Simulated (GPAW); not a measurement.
# FeO (Wuestite) (Fm-3m) in GPAW: notebook

The runs below take FeO (Wuestite) through band structure, with PBE, LDA, PBEsol.

Program: GPAW 26.7.0. These are calculated values, not measurements. Logs are shortened: lines on timing, memory, paths and dates and some standing lists are left out, and cuts for length are marked. The log counts tension as positive stress, the text compression.

**Measured values to compare with.**

“W\"ustite: Electric, thermodynamic and optical properties of FeO”, 2012, arxiv:1203.1201 quotes, for a bulk crystal of FeO: band gap 2.4 eV (optical).

How close the calculation comes is told below.

## (1) The crystal as given

Symmetry: Fm-3m, No. 225, cubic system. Conventional cell: a = 4.311 Å, b = 4.311 Å, c = 4.311 Å, α = 90.00°, β = 90.00°, γ = 90.00°. Fe (site symmetry m-3m) has 6 O at 2.16 Å as nearest neighbours. O (site symmetry m-3m) is surrounded by 6 Fe at 2.16 Å.

## (2) Band structure, PBE, collinear spin, ferromagnetic start

Contents of run.py:

```python
from ase.dft.bandgap import bandgap
from ase.io import read, write
from ase.units import GPa
from gpaw import GPAW, PW

atoms = read('POSCAR')
atoms.set_initial_magnetic_moments([3.0, 0.0])

calc = GPAW(mode=PW(800),
            xc='PBE',
            kpts={'size': (11, 11, 11), 'gamma': True},
            occupations={'name': 'fermi-dirac', 'width': 0.05},
            nbands=17,
            convergence={'density': 1e-05, 'energy': 1e-05},
            maxiter=150,
            txt='gpaw.txt')
atoms.calc = calc
energy = atoms.get_potential_energy()
forces = atoms.get_forces()
stress = atoms.get_stress()
calc.write('gs.gpw')
write('result.traj', atoms)
print(f'Energy: {energy:.6f} eV')
print('Forces (eV/A):')
print(forces.round(4))
print('Stress (GPa):', (stress / GPa).round(3))
print('Moments:', calc.get_magnetic_moments().round(3))
print('Fermi level:', round(calc.get_fermi_level(), 4), 'eV')
print(f'Gap: {bandgap(calc)[0]:.4f} eV, direct: {bandgap(calc, direct=True)[0]:.4f} eV')

path = atoms.cell.bandpath('GXWKGLUWLK,UX', npoints=80, eps=1e-4)
bs_calc = calc.fixed_density(kpts=path, symmetry='off', nbands=26,
                             convergence={'bands': 'CBM+6.0', 'eigenstates': 1e-6}, txt='bands.txt')
bs = bs_calc.band_structure()
bs.write('bs.json')
print(f'Gap on the path: {bandgap(bs_calc)[0]:.4f} eV')
```

Contents of POSCAR:

```
FeO
1.0
    0.0000000000      2.1554000000      2.1554000000
    2.1554000000      0.0000000000      2.1554000000
    2.1554000000      2.1554000000      0.0000000000
Fe O
1 1
Direct
    0.0000000000      0.0000000000      0.0000000000
    0.5000000000      0.5000000000      0.5000000000
```

Potentials or basis: GPAW PAW data sets (gpaw-data 1.2.1), pw.

On the command line:

```bash
> OMP_NUM_THREADS=1 python run.py
```

gpaw.txt:

```text
__  _  _
 | _ |_)|_||  |
 |__||  | ||/\| - 26.7.0

Input parameters:
  mode=PW(ecut=800.0),
  convergence={'density': 1e-05, 'energy': 1e-05},
  kpts=MonkhorstPack(size=(11, 11, 11), gamma=True),
  maxiter=150,
  nbands=17,
  occupations=Occupations(name='fermi-dirac', width=0.05),
  xc=XC(name='PBE')

Diagonalizing LCAO Hamiltonian
Converting LCAO to pw mode

              O

       Fe

Atoms  # Å, Bohr magnetons
|   | symbol |        x |        y |        z |    initial magnetic moments |
|---|--------|----------|----------|----------|-----------------------------|
| 0 |     Fe | 0.000000 | 0.000000 | 0.000000 | ( 0.0000,  0.0000,  3.0000) |
| 1 |      O | 2.155400 | 2.155400 | 2.155400 | ( 0.0000,  0.0000,  0.0000) |

Unit cell  # Å
| periodic |        x |        y |        z |  lengths |    angles |
|----------|----------|----------|----------|----------|-----------|
|      yes | 0.000000 | 2.155400 | 2.155400 | 3.048196 | 60.000000 |
|      yes | 2.155400 | 0.000000 | 2.155400 | 3.048196 | 60.000000 |
|      yes | 2.155400 | 2.155400 | 0.000000 | 3.048196 | 60.000000 |

Number of symmetries: 48
Symmetry operations  # r_c * U_cc + t_c -> r_c
|    | kind |            matrix            |
|----|------|------------------------------|
|  0 |  σ   |  1, 0, 0,  1, 0,-1,  1,-1, 0 |
|  1 |  C2  |  1, 0, 0,  1,-1, 0,  1, 0,-1 |
|  2 |  E   |  1, 0, 0,  0, 1, 0,  0, 0, 1 |
|  3 |  σ   |  1, 0, 0,  0, 0, 1,  0, 1, 0 |
|  4 |  C4  |  1, 0,-1,  1, 0, 0,  1,-1, 0 |
|  5 |  S6  |  1, 0,-1,  1,-1, 0,  1, 0, 0 |
|  6 |  σ   |  1, 0,-1,  0, 1,-1,  0, 0,-1 |
|  7 |  C3  |  1, 0,-1,  0, 0,-1,  0, 1,-1 |
|  8 |  S6  |  1,-1, 0,  1, 0, 0,  1, 0,-1 |
|  9 |  C4  |  1,-1, 0,  1, 0,-1,  1, 0, 0 |
| 10 |  C3  |  1,-1, 0,  0,-1, 1,  0,-1, 0 |
| 11 |  σ   |  1,-1, 0,  0,-1, 0,  0,-1, 1 |
| 12 |  σ   |  0, 1, 0,  1, 0, 0,  0, 0, 1 |
| 13 |  C4  |  0, 1, 0,  0, 1,-1, -1, 1, 0 |
| 14 |  C3  |  0, 1, 0,  0, 0, 1,  1, 0, 0 |
| 15 |  S6  |  0, 1, 0, -1, 1, 0,  0, 1,-1 |
| 16 |  C2  |  0, 1,-1,  1, 0,-1,  0, 0,-1 |
| 17 |  σ   |  0, 1,-1,  0, 1, 0, -1, 1, 0 |
| 18 |  S4  |  0, 1,-1,  0, 0,-1,  1, 0,-1 |
| 19 |  C4  |  0, 1,-1, -1, 1, 0,  0, 1, 0 |
| 20 |  C3  |  0, 0, 1,  1, 0, 0,  0, 1, 0 |
| 21 |  σ   |  0, 0, 1,  0, 1, 0,  1, 0, 0 |
| 22 |  S6  |  0, 0, 1,  0,-1, 1, -1, 0, 1 |
| 23 |  C4  |  0, 0, 1, -1, 0, 1,  0,-1, 1 |
| 24 |  S4  |  0, 0,-1,  1, 0,-1,  0, 1,-1 |
| 25 |  C3  |  0, 0,-1,  0, 1,-1,  1, 0,-1 |
| 26 |  C2  |  0, 0,-1,  0,-1, 0, -1, 0, 0 |
| 27 |  S6  |  0, 0,-1, -1, 0, 0,  0,-1, 0 |
| 28 |  S4  |  0,-1, 1,  1,-1, 0,  0,-1, 0 |
| 29 |  C4  |  0,-1, 1,  0, 0, 1, -1, 0, 1 |
| 30 |  C2  |  0,-1, 1,  0,-1, 0,  1,-1, 0 |
| 31 |  σ   |  0,-1, 1, -1, 0, 1,  0, 0, 1 |
| 32 |  C3  |  0,-1, 0,  1,-1, 0,  0,-1, 1 |
| 33 |  S6  |  0,-1, 0,  0, 0,-1, -1, 0, 0 |
| 34 |  S4  |  0,-1, 0,  0,-1, 1,  1,-1, 0 |
| 35 |  C2  |  0,-1, 0, -1, 0, 0,  0, 0,-1 |
| 36 |  C2  | -1, 1, 0,  0, 1, 0,  0, 1,-1 |
| 37 |  S6  | -1, 1, 0,  0, 1,-1,  0, 1, 0 |
| 38 |  S4  | -1, 1, 0, -1, 0, 1, -1, 0, 0 |
| 39 |  C3  | -1, 1, 0, -1, 0, 0, -1, 0, 1 |
| 40 |  S6  | -1, 0, 1,  0, 0, 1,  0,-1, 1 |
| 41 |  C2  | -1, 0, 1,  0,-1, 1,  0, 0, 1 |
[... 86 lines left out ...]
      type: gauss
      rc: 0.21  # [Å]
      lmax: 2
    cutoffs:
      filter: 1.17  # [Å]
      core: 0.83  # [Å]
    projectors
    | kind |    occ | energy [eV] | rcut [Å] |
    |------|--------|-------------|----------|
    |   2s |  2.000 |     -23.961 |    0.688 |
    |   2p |  4.000 |      -9.029 |    0.598 |
    |    s |        |       3.251 |    0.688 |
    |    p |        |      18.182 |    0.598 |
    |    d |        |       0.000 |    0.619 |

    Using partial waves for O as LCAO basis

Reference energy: -36660.306901  # eV

eigensolver:
  PPCG
  Converge bands: occupied
  niter=2

density mixing:
  MSR1-Mixer
  Pratt-step length: 0.05
  Maximum mixing coefficient: 0.75
  Old densities: 10
  SVD Regularization: 0.005
  Good broyden scale: 1.0
  Trust region scale: 1.0
  Backstep threshold: 4.0
  History deletion threshold: 6.0
  Fourier metric: weight=20.0, sigma=0.015

occupation numbers:
  Fermi-Dirac:
    width: 0.0500  # eV

poisson solver:
  ecut: 6400.0  # eV

xc functional:
  name: PBE with 2 nearest neighbor stencil

convergence criteria:
- Maximum integral of absolute [dens]ity change: 1e-05 electrons / valence electron
- Maximum [total energy] change in last 3 cyles: 1e-05 eV / valence electron
- Maximum integral of absolute [eigenst]ate change: 4e-08 eV^2 / valence electron
maximum number of iterations: 150

SCF iterations
|iter     | |      energy | eigst |  dens |  magmom |
|---------|-|-------------|-------|-------|---------|
|iter:   1| |  -16.393803 | -0.08 |       |  +3.0024|
|iter:   2| |  -16.173989 | -2.01 | -0.73 |  +3.0523|
|iter:   3| |  -15.860139 | -1.73 | -0.76 |  +3.5955|
|iter:   4| |  -15.908553 | -2.56 | -1.26 |  +3.8625|
|iter:   5| |  -15.919742 | -3.50 | -1.67 |  +4.0060|
|iter:   6| |  -15.919161 | -4.38 | -2.36 |  +4.0066|
|iter:   7| |  -15.919370 | -4.89 | -2.64 |  +4.0028|
|iter:   8| |  -15.919396 | -5.87 | -3.19 |  +4.0014|
|iter:   9| |  -15.919398c| -7.14 | -3.72 |  +4.0010|
|iter:  10| |  -15.919398c| -8.06c| -4.65 |  +4.0011|
|iter:  11| |  -15.919398c| -8.61c| -5.08c|  +4.0011|

Converged in 11 steps
Energy contributions relative to reference atoms: (reference = -36660.306901)

Energy contributions:
  Kinetic:          28.070771
  Coulomb:         -24.776300
  Zero:              0.249611
  External:          0.000000
  Xc:              -19.457749
  Entropy:          -0.011463
  Spinorbit:         0.000000
  ----------------------------
  Free energy:     -15.925130
  Extrapolated:    -15.919398

dipole moment: (-10.344128, -10.344128, -10.344128)  # |e|*Ang

Total magnetic moment: (0.000000, 0.000000, 4.001138)

Local magnetic moments
|        x |        y |        z |
|----------|----------|----------|
| 0.000000 | 0.000000 | 3.546544 |  # Fe   0
| 0.000000 | 0.000000 | 0.236068 |  # O    1

Fermi level: 9.290
Eigenvalues  # (at kpt = [0.000, 0.000, 0.000])
| band index |      eig [eV] | occ [0-1] |      eig [eV] | occ [0-1] |
|------------|---------------|-----------|---------------|-----------|
|          0 |       -11.547 |     1.000 |       -11.030 |     1.000 |
|          1 |         5.358 |     1.000 |         5.898 |     1.000 |
|          2 |         5.358 |     1.000 |         5.898 |     1.000 |
|          3 |         5.358 |     1.000 |         5.898 |     1.000 |
|          4 |         5.408 |     1.000 |         8.549 |     1.000 |
|          5 |         5.408 |     1.000 |         8.549 |     1.000 |
[... 9 lines left out ...]
|         15 |        29.656 |     0.000 |        31.355 |     0.000 |
|         16 |        29.656 |     0.000 |        31.355 |     0.000 |

No gap
No difference between direct/indirect transitions

Forces  # eV/Ang
|       x |        y |        z |
|---------|----------|----------|
| 0.00000 | -0.00000 | -0.00000 |  # Fe   0
| 0.00000 | -0.00000 | -0.00000 |  # O    1

Stress tensor  # eV/Ang^3
|         x |         y |         z |
|-----------|-----------|-----------|
| -0.005136 | -0.000000 | -0.000000 |
| -0.000000 | -0.005136 | -0.000000 |
| -0.000000 | -0.000000 | -0.005136 |

# Writing to gs.gpw (mode='')
```

stdout:

```text
Energy: -15.919398 eV
Forces (eV/A):
[[ 0. -0. -0.]
 [ 0. -0. -0.]]
Stress (GPa): [-0.823 -0.823 -0.823 -0.    -0.    -0.   ]
Moments: [3.547 0.236]
Fermi level: 9.2896 eV
Gap: 0.0000 eV, direct: 0.0000 eV
Gap on the path: 0.0000 eV
```

Wall time 63 s (1 thread of Arm Neoverse V1, shared host); peak memory 0.29 GiB.

What came out:

| Quantity | Value |
| --- | --- |
| Free energy | -15.9251 eV |
| Pressure | 0.8 GPa |
| Band gap along the path | none (metal or under the smearing width) |
| Net moment | 4.00 μB per cell |
| Site moments | Fe +3.55; O +0.24 μB |

Levels at the corners of the path, in eV from the Fermi level:
Spin up:
| point | band 6 | band 7 | band 8 | band 9 | band 10 |
| --- | --- | --- | --- | --- | --- |
| Γ | -3.88 | -3.88 | -3.68 | -3.68 | -0.06 |
| X | -3.28 | -2.79 | -2.78 | -2.78 | 5.12 |
| W | -3.03 | -2.91 | -2.78 | -1.73 | 7.30 |
| K | -2.91 | -2.64 | -2.47 | -1.72 | 6.63 |
| Γ | -3.88 | -3.88 | -3.68 | -3.68 | -0.06 |
| L | -3.05 | -2.50 | -0.35 | -0.35 | 3.92 |
| U | -2.91 | -2.64 | -2.47 | -1.72 | 6.63 |
| W | -3.03 | -2.91 | -2.78 | -1.73 | 7.30 |
| L | -3.05 | -2.50 | -0.35 | -0.35 | 3.92 |
| K | -2.91 | -2.64 | -2.47 | -1.72 | 6.63 |
| U | -2.91 | -2.64 | -2.47 | -1.72 | 6.63 |
| X | -3.28 | -2.79 | -2.78 | -2.78 | 5.12 |
Spin down:
| point | band 3 | band 4 | band 5 | band 6 | band 7 | band 8 |
| --- | --- | --- | --- | --- | --- | --- |
| Γ | -3.39 | -3.39 | -0.74 | -0.74 | -0.74 | 0.21 |
| X | -4.58 | -4.58 | -2.15 | 0.77 | 0.77 | 0.77 |
| W | -6.26 | -5.65 | -0.05 | -0.05 | 0.77 | 1.09 |
| K | -6.25 | -4.97 | -0.82 | 0.58 | 0.68 | 1.33 |
| Γ | -3.39 | -3.39 | -0.74 | -0.74 | -0.74 | 0.21 |
| L | -5.26 | -5.26 | 0.42 | 0.42 | 0.61 | 2.82 |
| U | -6.25 | -4.97 | -0.82 | 0.58 | 0.68 | 1.33 |
| W | -6.26 | -5.65 | -0.05 | -0.05 | 0.77 | 1.09 |
| L | -5.26 | -5.26 | 0.42 | 0.42 | 0.61 | 2.82 |
| K | -6.25 | -4.97 | -0.82 | 0.58 | 0.68 | 1.33 |
| U | -6.25 | -4.97 | -0.82 | 0.58 | 0.68 | 1.33 |
| X | -4.58 | -4.58 | -2.15 | 0.77 | 0.77 | 0.77 |

Caveat: a cell with one magnetic atom can't hold antiferromagnetic order, which such compounds often take; semilocal functionals often make such compounds metallic where correlation or magnetic order opens a gap, which also shifts bond lengths.

## (3) Band structure, LDA, collinear spin, ferromagnetic start

run.py, as its differences from that of step 2:

```diff
@@ -1,3 +1,4 @@
+from ase import Atoms
 from ase.dft.bandgap import bandgap
-from ase.io import read, write
+from ase.io import write
 from ase.units import GPa
@@ -5,3 +6,9 @@
 
-atoms = read('POSCAR')
+atoms = Atoms(['Fe', 'O'],
+              cell=[[0.0, 2.1554, 2.1554],
+                    [2.1554, 0.0, 2.1554],
+                    [2.1554, 2.1554, 0.0]],
+              scaled_positions=[[0.0, 0.0, 0.0],
+                                [0.5, 0.5, 0.5]],
+              pbc=True)
 atoms.set_initial_magnetic_moments([3.0, 0.0])
@@ -9,3 +16,3 @@
 calc = GPAW(mode=PW(800),
-            xc='PBE',
+            xc='LDA',
             kpts={'size': (11, 11, 11), 'gamma': True},
@@ -30,3 +37,3 @@
 
-path = atoms.cell.bandpath('GXWKGLUWLK,UX', npoints=80, eps=1e-4)
+path = atoms.cell.bandpath('GXWKGLUWLK,UX', npoints=100, eps=1e-4)
 bs_calc = calc.fixed_density(kpts=path, symmetry='off', nbands=26,
```

Potentials or basis: the program's PAW data sets (release 1.2.1) made for this functional, pw.

On the command line:

```bash
> OMP_NUM_THREADS=1 python run.py
```

gpaw.txt:

```text
__  _  _
 | _ |_)|_||  |
 |__||  | ||/\| - 26.7.0

Input parameters:
  mode=PW(ecut=800.0),
  convergence={'density': 1e-05, 'energy': 1e-05},
  kpts=MonkhorstPack(size=(11, 11, 11), gamma=True),
  maxiter=150,
  nbands=17,
  occupations=Occupations(name='fermi-dirac', width=0.05),
  xc=XC(name='LDA')

Diagonalizing LCAO Hamiltonian
Converting LCAO to pw mode

              O

       Fe

Atoms  # Å, Bohr magnetons
|   | symbol |        x |        y |        z |    initial magnetic moments |
|---|--------|----------|----------|----------|-----------------------------|
| 0 |     Fe | 0.000000 | 0.000000 | 0.000000 | ( 0.0000,  0.0000,  3.0000) |
| 1 |      O | 2.155400 | 2.155400 | 2.155400 | ( 0.0000,  0.0000,  0.0000) |

Unit cell  # Å
| periodic |        x |        y |        z |  lengths |    angles |
|----------|----------|----------|----------|----------|-----------|
|      yes | 0.000000 | 2.155400 | 2.155400 | 3.048196 | 60.000000 |
|      yes | 2.155400 | 0.000000 | 2.155400 | 3.048196 | 60.000000 |
|      yes | 2.155400 | 2.155400 | 0.000000 | 3.048196 | 60.000000 |

Number of symmetries: 48
Symmetry operations  # r_c * U_cc + t_c -> r_c
|    | kind |            matrix            |
|----|------|------------------------------|
|  0 |  σ   |  1, 0, 0,  1, 0,-1,  1,-1, 0 |
|  1 |  C2  |  1, 0, 0,  1,-1, 0,  1, 0,-1 |
|  2 |  E   |  1, 0, 0,  0, 1, 0,  0, 0, 1 |
|  3 |  σ   |  1, 0, 0,  0, 0, 1,  0, 1, 0 |
|  4 |  C4  |  1, 0,-1,  1, 0, 0,  1,-1, 0 |
|  5 |  S6  |  1, 0,-1,  1,-1, 0,  1, 0, 0 |
|  6 |  σ   |  1, 0,-1,  0, 1,-1,  0, 0,-1 |
|  7 |  C3  |  1, 0,-1,  0, 0,-1,  0, 1,-1 |
|  8 |  S6  |  1,-1, 0,  1, 0, 0,  1, 0,-1 |
|  9 |  C4  |  1,-1, 0,  1, 0,-1,  1, 0, 0 |
| 10 |  C3  |  1,-1, 0,  0,-1, 1,  0,-1, 0 |
| 11 |  σ   |  1,-1, 0,  0,-1, 0,  0,-1, 1 |
| 12 |  σ   |  0, 1, 0,  1, 0, 0,  0, 0, 1 |
| 13 |  C4  |  0, 1, 0,  0, 1,-1, -1, 1, 0 |
| 14 |  C3  |  0, 1, 0,  0, 0, 1,  1, 0, 0 |
| 15 |  S6  |  0, 1, 0, -1, 1, 0,  0, 1,-1 |
| 16 |  C2  |  0, 1,-1,  1, 0,-1,  0, 0,-1 |
| 17 |  σ   |  0, 1,-1,  0, 1, 0, -1, 1, 0 |
| 18 |  S4  |  0, 1,-1,  0, 0,-1,  1, 0,-1 |
| 19 |  C4  |  0, 1,-1, -1, 1, 0,  0, 1, 0 |
| 20 |  C3  |  0, 0, 1,  1, 0, 0,  0, 1, 0 |
| 21 |  σ   |  0, 0, 1,  0, 1, 0,  1, 0, 0 |
| 22 |  S6  |  0, 0, 1,  0,-1, 1, -1, 0, 1 |
| 23 |  C4  |  0, 0, 1, -1, 0, 1,  0,-1, 1 |
| 24 |  S4  |  0, 0,-1,  1, 0,-1,  0, 1,-1 |
| 25 |  C3  |  0, 0,-1,  0, 1,-1,  1, 0,-1 |
| 26 |  C2  |  0, 0,-1,  0,-1, 0, -1, 0, 0 |
[... 127 lines left out ...]
  Pratt-step length: 0.05
  Maximum mixing coefficient: 0.75
  Old densities: 10
  SVD Regularization: 0.005
  Good broyden scale: 1.0
  Trust region scale: 1.0
  Backstep threshold: 4.0
  History deletion threshold: 6.0
  Fourier metric: weight=20.0, sigma=0.015

occupation numbers:
  Fermi-Dirac:
    width: 0.0500  # eV

poisson solver:
  ecut: 6400.0  # eV

xc functional:
  name: None

convergence criteria:
- Maximum integral of absolute [dens]ity change: 1e-05 electrons / valence electron
- Maximum [total energy] change in last 3 cyles: 1e-05 eV / valence electron
- Maximum integral of absolute [eigenst]ate change: 4e-08 eV^2 / valence electron
maximum number of iterations: 150

SCF iterations
|iter     | |      energy | eigst |  dens |  magmom |
|---------|-|-------------|-------|-------|---------|
|iter:   1| |  -18.070832 | +0.06 |       |  +3.0021|
|iter:   2| |  -17.869530 | -1.61 | -0.74 |  +3.0516|
|iter:   3| |  -17.547069 | -1.66 | -0.78 |  +3.5166|
|iter:   4| |  -17.589677 | -2.94 | -1.26 |  +3.7661|
|iter:   5| |  -17.602271 | -2.29 | -1.55 |  +3.9865|
|iter:   6| |  -17.601263 | -3.58 | -2.16 |  +4.0129|
|iter:   7| |  -17.601199 | -5.21 | -2.48 |  +3.9918|
|iter:   8| |  -17.601261c| -5.47 | -2.86 |  +4.0004|
|iter:   9| |  -17.601264c| -6.70 | -3.59 |  +3.9995|
|iter:  10| |  -17.601264c| -7.99c| -4.10 |  +3.9993|
|iter:  11| |  -17.601264c| -8.55c| -4.91 |  +3.9994|
|iter:  12| |  -17.601264c| -9.19c| -5.46c|  +3.9994|

Converged in 12 steps
Energy contributions relative to reference atoms: (reference = -36585.847439)

Energy contributions:
  Kinetic:          22.379848
  Coulomb:         -19.882784
  Zero:              0.276063
  External:          0.000000
  Xc:              -20.368361
  Entropy:          -0.012060
  Spinorbit:         0.000000
  ----------------------------
  Free energy:     -17.607294
  Extrapolated:    -17.601264

dipole moment: (-10.434798, -10.434798, -10.434798)  # |e|*Ang

Total magnetic moment: (0.000000, 0.000000, 3.999400)

Local magnetic moments
|        x |        y |        z |
|----------|----------|----------|
| 0.000000 | 0.000000 | 3.509723 |  # Fe   0
| 0.000000 | 0.000000 | 0.245233 |  # O    1

Fermi level: 8.781
Eigenvalues  # (at kpt = [0.000, 0.000, 0.000])
| band index |      eig [eV] | occ [0-1] |      eig [eV] | occ [0-1] |
|------------|---------------|-----------|---------------|-----------|
|          0 |       -11.748 |     1.000 |       -11.161 |     1.000 |
|          1 |         4.895 |     1.000 |         5.515 |     1.000 |
|          2 |         4.895 |     1.000 |         5.515 |     1.000 |
|          3 |         4.895 |     1.000 |         5.515 |     1.000 |
|          4 |         5.053 |     1.000 |         8.033 |     1.000 |
|          5 |         5.053 |     1.000 |         8.033 |     1.000 |
[... 9 lines left out ...]
|         15 |        25.621 |     0.000 |        26.741 |     0.000 |
|         16 |        25.621 |     0.000 |        26.741 |     0.000 |

No gap
No difference between direct/indirect transitions

Forces  # eV/Ang
|        x |        y |       z |
|----------|----------|---------|
| -0.00000 |  0.00000 | 0.00000 |  # Fe   0
|  0.00000 | -0.00000 | 0.00000 |  # O    1

Stress tensor  # eV/Ang^3
|        x |        y |        z |
|----------|----------|----------|
| 0.095772 | 0.000000 | 0.000000 |
| 0.000000 | 0.095772 | 0.000000 |
| 0.000000 | 0.000000 | 0.095772 |

# Writing to gs.gpw (mode='')
```

Run time: 76 s. Hardware: 1 thread of Arm Neoverse V1, shared host; peak memory 0.31 GiB.

What came out:

| Property | Result |
| --- | --- |
| Free energy | -17.6073 eV |
| Pressure | -15.3 GPa |
| Band gap along the path | none (metal or under the smearing width) |
| Net moment | 4.00 μB per cell |
| Site moments | Fe +3.51; O +0.25 μB |

Levels at the corners of the path, in eV from the Fermi level:
Spin up:
| point | band 5 | band 6 | band 7 | band 8 | band 9 | band 10 |
| --- | --- | --- | --- | --- | --- | --- |
| Γ | -3.73 | -3.73 | -3.73 | -3.46 | -3.46 | 0.04 |
| X | -4.69 | -3.05 | -2.59 | -2.59 | -2.53 | 5.08 |
| W | -2.88 | -2.88 | -2.66 | -2.59 | -1.55 | 6.46 |
| K | -3.52 | -2.73 | -2.47 | -2.25 | -1.53 | 6.42 |
| Γ | -3.73 | -3.73 | -3.73 | -3.46 | -3.46 | 0.04 |
| L | -2.87 | -2.87 | -2.34 | -0.18 | -0.18 | 3.93 |
| U | -3.52 | -2.73 | -2.47 | -2.25 | -1.53 | 6.42 |
| W | -2.88 | -2.88 | -2.66 | -2.59 | -1.55 | 6.46 |
| L | -2.87 | -2.87 | -2.34 | -0.18 | -0.18 | 3.93 |
| K | -3.52 | -2.73 | -2.47 | -2.25 | -1.53 | 6.42 |
| U | -3.52 | -2.73 | -2.47 | -2.25 | -1.53 | 6.42 |
| X | -4.69 | -3.05 | -2.59 | -2.59 | -2.53 | 5.08 |
Spin down:
```
point  band 2  band 3  band 4  band 5  band 6  band 7  band 8  band 9
    Γ   -3.27   -3.27   -3.27   -0.75   -0.75   -0.75   -0.01   -0.01
    X   -6.97   -4.47   -4.47   -2.15    0.55    0.78    0.78    1.00
    W   -6.16   -6.16   -5.60   -0.03   -0.03    0.78    0.90    1.65
    K   -6.58   -6.18   -4.91   -0.81    0.59    0.70    1.16    1.61
    Γ   -3.27   -3.27   -3.27   -0.75   -0.75   -0.75   -0.01   -0.01
    L   -8.08   -5.23   -5.23    0.41    0.41    0.62    2.69    2.69
    U   -6.58   -6.18   -4.91   -0.81    0.59    0.70    1.16    1.61
    W   -6.16   -6.16   -5.60   -0.03   -0.03    0.78    0.90    1.65
    L   -8.08   -5.23   -5.23    0.41    0.41    0.62    2.69    2.69
    K   -6.58   -6.18   -4.91   -0.81    0.59    0.70    1.16    1.61
    U   -6.58   -6.18   -4.91   -0.81    0.59    0.70    1.16    1.61
    X   -6.97   -4.47   -4.47   -2.15    0.55    0.78    0.78    1.00
```

Caveat: so large a pressure means that the cell lies far from this level's equilibrium, or that cutoff or potentials fall short; a cell with one magnetic atom can't hold antiferromagnetic order, which such compounds often take; semilocal functionals often make such compounds metallic where correlation or magnetic order opens a gap, which also shifts bond lengths.

[end of part 1 of 2]
